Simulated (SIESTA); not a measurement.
Runs of SIESTA 5.4.2 on Nb. It takes space group Im-3m (No. 229, cubic). Conventional cell: a = 3.328 Å, b = 3.328 Å, c = 3.328 Å, α = 90.00°, β = 90.00°, γ = 90.00°. Around Nb (site symmetry m-3m) lie 8 Nb at 2.88 Å. 

```tsv
task	level	potentials or basis	spin	fixed moment (μB)	cell	k mesh	optimiser	force tolerance	pp xc	broadening (eV)	window from (eV)	grid cutoff	energy shift	other keys	gap on the mesh (eV)	pressure (GPa)	moment (μB)	relaxed volume (Å³/atom)
single point	PBE	PseudoDojo 0.4 standard (PBE files), DZP (energy shift 0.002 Ry; radii capped at 9.5 bohr)	off	-	as given	11 × 11 × 11	-	-	-	-	-	800 Ry	0.002 Ry	-	none	-1.7	-	-
relaxation of cell and atoms	PBEGcGxLO	PseudoDojo 0.4 standard (PBEsol files, fully relativistic), TZP (energy shift 0.005 Ry)	non-collinear, ferromagnetic start, SOC	-	relaxed from: cell strained at random at fixed volume	8 × 8 × 8	CG	0.04 eV/Å	pbesol	-	-	350 Ry	0.005 Ry	mesh = 350; pp_xc = pbesol	none	0.0	0.00	17.45
density of states	B86bPBE	PseudoDojo 0.4 standard (PBE files), TZP (energy shift 0.002 Ry; radii capped at 9.5 bohr)	non-collinear, ferromagnetic start	-	volume scaled by 1.25	8 × 8 × 8	-	-	-	0.05 eV	-10 eV	800 Ry	0.002 Ry	-	none	-25.8	0.00	-
relaxation of cell and atoms	PBEGcGxHEG	SG15 1.2 (PBE files) or PseudoDojo by element, TZDP (energy shift 0.002 Ry)	off	-	relaxed	8 × 8 × 8	Broyden	0.01 eV/Å	-	-	-	800 Ry	0.002 Ry	-	none	0.0	-	(a)
relaxation of cell and atoms	vdW-DF	PseudoDojo 0.5 standard (PBE files), DZP (energy shift 0.002 Ry; radii capped at 9.5 bohr)	collinear, ferromagnetic start	0.0	relaxed	8 × 8 × 8	Broyden	0.01 eV/Å	-	-	-	800 Ry	0.002 Ry	-	-	0.0	0.00	18.72
single point	PBE	PseudoDojo 0.4 standard (PBE files), DZP (energy shift 0.002 Ry; radii capped at 9.5 bohr)	off	-	cell strained at random at fixed volume	11 × 11 × 11	-	-	-	-	-	800 Ry	0.002 Ry	-	none	-1.7	-	-
```

Alike in all rows: smearing fermi-dirac 0.05 eV.

**Question.** Fill in the values left out.

**Answer.** (a) 17.61.

Caveats: semicore shells carry a single zeta, which can move pressures by several GPa and volumes by a few percent; the basis of atomic orbitals isn't converged, which shifts pressures, moduli and gaps; the potentials were made for another functional, which shifts forces and pressure (some runs); the total moment is fixed, so each spin has its own Fermi level (some runs).

A k mesh can miss the band edges, and rows without SOC leave out spin-orbit coupling on Nb.

A gap of «none» marks a metal or a gap under the smearing width.
